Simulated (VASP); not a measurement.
# CdS (Fm-3m) in VASP: notebook, part 2 of 3

VASP 6.6.1. Earlier steps stand in the parts before.

### 3 Berry-phase polarisation, rev-vdW-DF2

This run uses another cell than the first one: it holds 8 atoms, not 2.

File INCAR:

```
SYSTEM = CdS
PREC = Accurate
ENCUT = 520
EDIFF = 1E-6
ISMEAR = 0
SIGMA = 0.05
LREAL = .False.
LASPH = .True.
NELM = 100
ALGO = Normal
ISIF = 2
LWAVE = .False.
LCHARG = .False.
GGA = MK
LUSE_VDW = .True.
AGGAC = 0.0
PARAM1 = 0.1234
PARAM2 = 0.711357
ZAB_VDW = -1.8867
LCALCPOL = .True.
ADDGRID = .True.
```

File CdS.cif:

```cif
data_CdS
_cell_length_a 5.50648800
_cell_length_b 5.50648800
_cell_length_c 5.50648800
_cell_angle_alpha 90.00000000
_cell_angle_beta 90.00000000
_cell_angle_gamma 90.00000000
_space_group_name_H-M_alt 'Fm-3m'
_space_group_name_Hall '-F 4 2 3'
_space_group_IT_number 225
loop_
_space_group_symop_operation_xyz
'x,y,z'
'-x,-y,-z'
'-y,x,z'
'y,-x,-z'
'-x,-y,z'
'x,y,-z'
'y,-x,z'
'-y,x,-z'
'x,-y,-z'
'-x,y,z'
'-y,-x,-z'
'y,x,z'
'-x,y,-z'
'x,-y,z'
'y,x,-z'
'-y,-x,z'
'z,x,y'
'-z,-x,-y'
'z,-y,x'
'-z,y,-x'
'z,-x,-y'
'-z,x,y'
'z,y,-x'
'-z,-y,x'
'-z,x,-y'
'z,-x,y'
'-z,-y,-x'
'z,y,x'
'-z,-x,y'
'z,x,-y'
'-z,y,x'
'z,-y,-x'
'y,z,x'
'-y,-z,-x'
'x,z,-y'
'-x,-z,y'
'-y,z,-x'
'y,-z,x'
'-x,z,y'
'x,-z,-y'
'-y,-z,x'
'y,z,-x'
'-x,-z,-y'
'x,z,y'
'y,-z,-x'
'-y,z,x'
'x,-z,y'
'-x,z,-y'
'x,y+1/2,z+1/2'
'-x,-y+1/2,-z+1/2'
'-y,x+1/2,z+1/2'
'y,-x+1/2,-z+1/2'
[... 63 lines left out ...]
'-z+1/2,y,-x+1/2'
'z+1/2,-x,-y+1/2'
'-z+1/2,x,y+1/2'
'z+1/2,y,-x+1/2'
'-z+1/2,-y,x+1/2'
'-z+1/2,x,-y+1/2'
'z+1/2,-x,y+1/2'
'-z+1/2,-y,-x+1/2'
'z+1/2,y,x+1/2'
'-z+1/2,-x,y+1/2'
'z+1/2,x,-y+1/2'
'-z+1/2,y,x+1/2'
'z+1/2,-y,-x+1/2'
'y+1/2,z,x+1/2'
'-y+1/2,-z,-x+1/2'
'x+1/2,z,-y+1/2'
'-x+1/2,-z,y+1/2'
'-y+1/2,z,-x+1/2'
'y+1/2,-z,x+1/2'
'-x+1/2,z,y+1/2'
'x+1/2,-z,-y+1/2'
'-y+1/2,-z,x+1/2'
'y+1/2,z,-x+1/2'
'-x+1/2,-z,-y+1/2'
'x+1/2,z,y+1/2'
'y+1/2,-z,-x+1/2'
'-y+1/2,z,x+1/2'
'x+1/2,-z,y+1/2'
'-x+1/2,z,-y+1/2'
'x+1/2,y+1/2,z'
'-x+1/2,-y+1/2,-z'
'-y+1/2,x+1/2,z'
'y+1/2,-x+1/2,-z'
'-x+1/2,-y+1/2,z'
'x+1/2,y+1/2,-z'
'y+1/2,-x+1/2,z'
'-y+1/2,x+1/2,-z'
'x+1/2,-y+1/2,-z'
'-x+1/2,y+1/2,z'
'-y+1/2,-x+1/2,-z'
'y+1/2,x+1/2,z'
'-x+1/2,y+1/2,-z'
'x+1/2,-y+1/2,z'
'y+1/2,x+1/2,-z'
'-y+1/2,-x+1/2,z'
'z+1/2,x+1/2,y'
'-z+1/2,-x+1/2,-y'
'z+1/2,-y+1/2,x'
'-z+1/2,y+1/2,-x'
'z+1/2,-x+1/2,-y'
'-z+1/2,x+1/2,y'
'z+1/2,y+1/2,-x'
'-z+1/2,-y+1/2,x'
'-z+1/2,x+1/2,-y'
'z+1/2,-x+1/2,y'
'-z+1/2,-y+1/2,-x'
'z+1/2,y+1/2,x'
'-z+1/2,-x+1/2,y'
'z+1/2,x+1/2,-y'
'-z+1/2,y+1/2,x'
'z+1/2,-y+1/2,-x'
'y+1/2,z+1/2,x'
'-y+1/2,-z+1/2,-x'
'x+1/2,z+1/2,-y'
'-x+1/2,-z+1/2,y'
'-y+1/2,z+1/2,-x'
'y+1/2,-z+1/2,x'
'-x+1/2,z+1/2,y'
'x+1/2,-z+1/2,-y'
'-y+1/2,-z+1/2,x'
'y+1/2,z+1/2,-x'
'-x+1/2,-z+1/2,-y'
'x+1/2,z+1/2,y'
'y+1/2,-z+1/2,-x'
'-y+1/2,z+1/2,x'
'x+1/2,-z+1/2,y'
'-x+1/2,z+1/2,-y'
loop_
_atom_site_label
_atom_site_type_symbol
_atom_site_symmetry_multiplicity
_atom_site_Wyckoff_symbol
_atom_site_fract_x
_atom_site_fract_y
_atom_site_fract_z
_atom_site_occupancy
Cd1 Cd 4 a 0.0000000000 0.0000000000 0.0000000000 1
S1 S 4 b 0.5000000000 0.0000000000 0.0000000000 1
```

File KPOINTS:

```
regular mesh
0
Gamma
  6 6 6
  0 0 0
```

File POSCAR:

```
Cd S 
 1.0000000000000000
     5.5064880000000000    0.0000000000000000    0.0000000000000000
     0.0000000000000000    5.5064880000000000    0.0000000000000000
     0.0000000000000000    0.0000000000000000    5.5064880000000000
 Cd  S  
   4   4
Cartesian
  0.0000000000000000  0.0000000000000000  0.0000000000000000
  0.0000000000000000  2.7532440000000000  2.7532440000000000
  2.7532440000000000  0.0000000000000000  2.7532440000000000
  2.7532440000000000  2.7532440000000000  0.0000000000000000
  2.7532440000000000  0.0000000000000000  0.0000000000000000
  0.0000000000000000  2.7532440000000000  0.0000000000000000
  0.0000000000000000  0.0000000000000000  2.7532440000000000
  2.7532440000000000  2.7532440000000000  2.7532440000000000
```

Potentials or basis: VASP PAW PBE potentials, release 64 (Cd, S).

On the command line:

```
> ase convert -i cif -o vasp CdS.cif POSCAR
> cat potpaw_PBE.64/Cd/POTCAR potpaw_PBE.64/S/POTCAR > POTCAR
> mpirun -np 1 vasp_std > vasp.out
```

OUTCAR:

```text
SYSTEM = CdS
   PREC = Accurate
   ENCUT = 520
   EDIFF = 1E-6
   ISMEAR = 0
   LREAL = .False.
   LASPH = .True.
   NELM = 100
   ISIF = 2
   GGA = MK

 ion  position               nearest neighbor table
   1  0.000  0.000  0.000-   5 2.75   6 2.75   7 2.75   7 2.75   6 2.75   5 2.75
   2  0.000  0.500  0.500-   6 2.75   7 2.75   8 2.75   6 2.75   7 2.75   8 2.75
   3  0.500  0.000  0.500-   5 2.75   7 2.75   8 2.75   5 2.75   8 2.75   7 2.75
   4  0.500  0.500  0.000-   5 2.75   6 2.75   8 2.75   8 2.75   5 2.75   6 2.75
   5  0.500  0.000  0.000-   1 2.75   3 2.75   4 2.75   3 2.75   4 2.75   1 2.75
   6  0.000  0.500  0.000-   1 2.75   2 2.75   4 2.75   2 2.75   1 2.75   4 2.75
   7  0.000  0.000  0.500-   1 2.75   2 2.75   3 2.75   1 2.75   2 2.75   3 2.75
   8  0.500  0.500  0.500-   2 2.75   3 2.75   4 2.75   4 2.75   3 2.75   2 2.75

  LATTYP: Found a simple cubic cell.
 ALAT       =     5.5064880000

  Lattice vectors:

 A1 = (   5.5064880000,   0.0000000000,   0.0000000000)
 A2 = (   0.0000000000,   5.5064880000,   0.0000000000)
 A3 = (   0.0000000000,   0.0000000000,   5.5064880000)

Analysis of symmetry for initial positions (statically):
=====================================================================
 Subroutine PRICEL returns following result:

  LATTYP: Found a face centered cubic cell.
 ALAT       =     5.5064880000

  Lattice vectors:

 A1 = (   2.7532440000,  -2.7532440000,   0.0000000000)
 A2 = (   2.7532440000,   0.0000000000,   2.7532440000)
 A3 = (   0.0000000000,  -2.7532440000,   2.7532440000)

   4 primitive cells build up your supercell.

 Routine SETGRP: Setting up the symmetry group for a
 simple cubic supercell.

 Subroutine GETGRP returns: Found 48 space group operations
 (whereof 48 operations were pure point group operations)
 out of a pool of 48 trial point group operations.

The static configuration has the point symmetry O_h .

Analysis of symmetry for dynamics (positions and initial velocities):
[... 141 lines left out ...]
   GGA     = MK    functional components
   LHFCALC =     F    Hartree Fock is set to
   AEXX    =    0.0000 exact exchange contribution
   IVDW_NL    =     1    kernel type
   BPARAM     = 6.3000
   IVDW    =     0    specifies the selected vdW correction
   LEPSILON=     F    determine dielectric tensor
   LRPA    =     F    only Hartree local field effects (RPA)
   LRPA       =     F
 non-spin polarized calculation
 Gauss-broadening in eV      SIGMA  =   0.05
  energy-cutoff  :      520.00
  volume of cell :      166.96
 maximum number of plane-waves:      4632
 NGX is ok and might be reduce to    42

 number of electron      72.0000001 magnetization

 Free energy of the ion-electron system (eV)
  ---------------------------------------------------
  ext. energy  EPLUGINS =         0.00000000
  ---------------------------------------------------
  free energy    TOTEN  =        -7.23030914 eV

  energy without entropy =       -7.23013816  energy(sigma->0) =       -7.23022365

 E-fermi :   2.7061     XC(G=0): -10.3908

 val. band max:        2.6257314739   @ k =   0.5000   0.5000   0.5000
 cond. band min:       2.7700789223   @ k =   0.0000   0.0000   0.0000
 fundamental gap:      0.1443474484
 Fermi energy:         2.7061114019

 k-point     1 :       0.0000    0.0000    0.0000
  band No.  band energies     occupation
      1     -10.0253      2.00000
      2      -9.1594      2.00000
      3      -9.1594      2.00000
      4      -9.1594      2.00000
      5      -5.1306      2.00000
      6      -5.1306      2.00000
[... 909 lines left out ...]
     42       8.5070      0.00000
     43       8.5070      0.00000

------------------------ aborting loop because EDIFF is reached ----------------------------------------

  FORCE on cell =-STRESS in cart. coord.  units (eV):
  Direction    XX          YY          ZZ          XY          YZ          ZX
  --------------------------------------------------------------------------------------
  -------------------------------------------------------------------------------------
  Total       -1.7822503     -1.7822503     -1.7822503     -0.0000000     -0.0000000     -0.0000000
  in kB      -17.1023261    -17.1023261    -17.1023261     -0.0000000     -0.0000000     -0.0000000
  external PRESSURE =     -17.1023261 kB  Pullay stress =       0.0000000 kB

 VOLUME and BASIS-vectors are now :
 -----------------------------------------------------------------------------
  energy-cutoff  :      520.00
  volume of cell :      166.96
      direct lattice vectors                 reciprocal lattice vectors
     5.506488000  0.000000000  0.000000000     0.181603955  0.000000000  0.000000000
     0.000000000  5.506488000  0.000000000     0.000000000  0.181603955  0.000000000
     0.000000000  0.000000000  5.506488000     0.000000000  0.000000000  0.181603955

 POSITION                                       TOTAL-FORCE (eV/Angst)
 -----------------------------------------------------------------------------------
      0.00000      0.00000      0.00000        -0.000000     -0.000000     -0.000000
      0.00000      2.75324      2.75324        -0.000000     -0.000000     -0.000000
      2.75324      0.00000      2.75324        -0.000000     -0.000000     -0.000000
      2.75324      2.75324      0.00000        -0.000000     -0.000000     -0.000000
      2.75324      0.00000      0.00000         0.000000      0.000000      0.000000
      0.00000      2.75324      0.00000         0.000000      0.000000      0.000000
      0.00000      0.00000      2.75324         0.000000      0.000000      0.000000
      2.75324      2.75324      2.75324         0.000000      0.000000      0.000000
 -----------------------------------------------------------------------------------
    total drift:                                0.000000     -0.000000     -0.000000

  FREE ENERGIE OF THE ION-ELECTRON SYSTEM (eV)
  ---------------------------------------------------
  free  energy   TOTEN  =        -7.2303091425 eV

  energy  without entropy=       -7.2301381610  energy(sigma->0) =       -7.23022365

Total vdW correction in eV:     12.5806799
```

Wall time 3 min (1 thread of Intel Xeon 6975P-C (Granite Rapids), shared host); peak memory 0.8 GiB.

Caveat: the PAW data sets were made with another functional, which shifts forces and pressure a little.

### 4 Dielectric tensor, PBEsol

File INCAR:

```
ALGO = Normal
EDIFF = 1E-8
ENCUT = 800
GGA = PS
ISIF = 2
ISMEAR = 0
LASPH = True
LCHARG = False
LEPSILON = True
LREAL = False
LWAVE = False
NELM = 100
PREC = Accurate
SIGMA = 0.01
```

File KPOINTS:

```
k-points
0
Gamma
  12 12 12
```

File POSCAR:

```
CdS
1.0
    0.0000000000      2.7532440000      2.7532440000
    2.7532440000      0.0000000000      2.7532440000
    2.7532440000      2.7532440000      0.0000000000
Cd S
1 1
Direct
    0.0000000000      0.0000000000      0.0000000000
    0.5000000000      0.5000000000      0.5000000000
```

Potentials or basis: VASP PAW PBE potentials, release 64 (Cd, S).

On the command line:

```
> cat potpaw_PBE.64/Cd/POTCAR potpaw_PBE.64/S/POTCAR > POTCAR
> mpirun -np 1 vasp_std > vasp.out
```

OUTCAR:

```text
EDIFF = 1E-8
   ENCUT = 800
   GGA = PS
   ISIF = 2
   ISMEAR = 0
   LASPH = True
   LEPSILON = True
   LREAL = False
   NELM = 100
   PREC = Accurate

 ion  position               nearest neighbor table
   1  0.000  0.000  0.000-   2 2.75   2 2.75   2 2.75   2 2.75   2 2.75   2 2.75
   2  0.500  0.500  0.500-   1 2.75   1 2.75   1 2.75   1 2.75   1 2.75   1 2.75

  LATTYP: Found a face centered cubic cell.
 ALAT       =     5.5064880000

  Lattice vectors:

 A1 = (   0.0000000000,   2.7532440000,   2.7532440000)
 A2 = (   2.7532440000,   0.0000000000,   2.7532440000)
 A3 = (   2.7532440000,   2.7532440000,   0.0000000000)

Analysis of symmetry for initial positions (statically):
=====================================================================
 Subroutine PRICEL returns:
 Original cell was already a primitive cell.

 Routine SETGRP: Setting up the symmetry group for a
 face centered cubic supercell.

 Subroutine GETGRP returns: Found 48 space group operations
 (whereof 48 operations were pure point group operations)
[... 604 lines left out ...]
 Free energy of the ion-electron system (eV)
  ---------------------------------------------------
  ---------------------------------------------------
  free energy    TOTEN  =        -1.04626847 eV

  energy without entropy =       -1.04626847

------------------------ aborting loop because EDIFF is reached ----------------------------------------

 PIEZOELECTRIC TENSOR FIELD DIRECTION 3  (e Angst)
 -----------------------------------------------------------------------------
    -0.00087  0.00000  0.00000           ( -0.00000  0.00000  0.00000)
     0.00000 -0.00087  0.00000           (  0.00000 -0.00000  0.00000)
     0.00000  0.00000 -0.00165           (  0.00000  0.00000  0.00000)

 PIEZOELECTRIC TENSOR FIELD DIRECTION 3  (C/m^2)
 -----------------------------------------------------------------------------
    -0.00033  0.00000  0.00000
     0.00000 -0.00033  0.00000
     0.00000  0.00000 -0.00063

 MACROSCOPIC STATIC DIELECTRIC TENSOR (including local field effects in DFT)
 ------------------------------------------------------
           9.623944     0.000000    -0.000000
           0.000000     9.623944    -0.000000
           0.000000     0.000000     9.623944
 ------------------------------------------------------

 PIEZOELECTRIC TENSOR (including local field effects)  for field in x, y, z        (e  Angst)
          XX          YY          ZZ          XY          YZ          ZX
  --------------------------------------------------------------------------------
  x     0.00000     0.00000     0.00000     0.00000     0.00000     0.00000
  y     0.00000     0.00000     0.00000     0.00000     0.00000     0.00000
  z     0.00000     0.00000     0.00000     0.00000     0.00000     0.00000

 PIEZOELECTRIC TENSOR (including local field effects)  for field in x, y, z        (C/m^2)
          XX          YY          ZZ          XY          YZ          ZX
  --------------------------------------------------------------------------------
  x     0.00000     0.00000     0.00000     0.00000     0.00000     0.00000
  y     0.00000     0.00000     0.00000     0.00000     0.00000     0.00000
  z     0.00000     0.00000     0.00000     0.00000     0.00000     0.00000

 BORN EFFECTIVE CHARGES (including local field effects) (in |e|, cummulative output)
 ---------------------------------------------------------------------------------
 ion    1
    1     3.01209     0.00000    -0.00000
    2     0.00000     3.01209    -0.00000
    3    -0.00000    -0.00000     3.01209
 ion    2
    1    -3.01209    -0.00000     0.00000
    2    -0.00000    -3.01209     0.00000
    3     0.00000     0.00000    -3.01209
```

stdout:

```text
POSCAR found type information on POSCAR CdS
 POSCAR found :  2 types and       2 ions
 scaLAPACK will be used
 -----------------------------------------------------------------------------
|                                                                             |
|                                                                             |
|     You enforced a specific xc type in the INCAR file but a different       |
[... 28 lines left out ...]
  Direction:   1
 dielectric tensor                  component  1 :     9.624     3.129     1.029
 Linear response to external field, progress :
  Direction:   2
 dielectric tensor                  component  2 :     2.991     9.624     0.302
 Linear response to external field, progress :
  Direction:   3
 dielectric tensor                  component  3 :     0.863     2.362     9.624
 Born effective charges drift removed
```

Run time: 9.4 min. Hardware: 1 thread of Intel Xeon Platinum 8488C (Sapphire Rapids), shared host; peak memory 0.56 GiB.

What came out:

- Band gap on the k mesh: 0.13 eV, indirect (least direct gap 1.42 eV)
- Electronic dielectric tensor (diagonal): 9.62
- Born charges (mean of the diagonal): Cd +3.01; S -3.01 e

Electronic dielectric tensor:
```
9.62 0.00 0.00
0.00 9.62 0.00
0.00 0.00 9.62
```

Born effective charge tensors (e):
atom 1, Cd
```
3.01 0.00 0.00
0.00 3.01 0.00
0.00 0.00 3.01
```
atom 2, S
```
-3.01  0.00  0.00
 0.00 -3.01  0.00
 0.00  0.00 -3.01
```

Caveat: the gap is small at this level, which inflates the dielectric constant; the PAW data sets were made with another functional, which shifts forces and pressure a little.

[end of part 2 of 3]
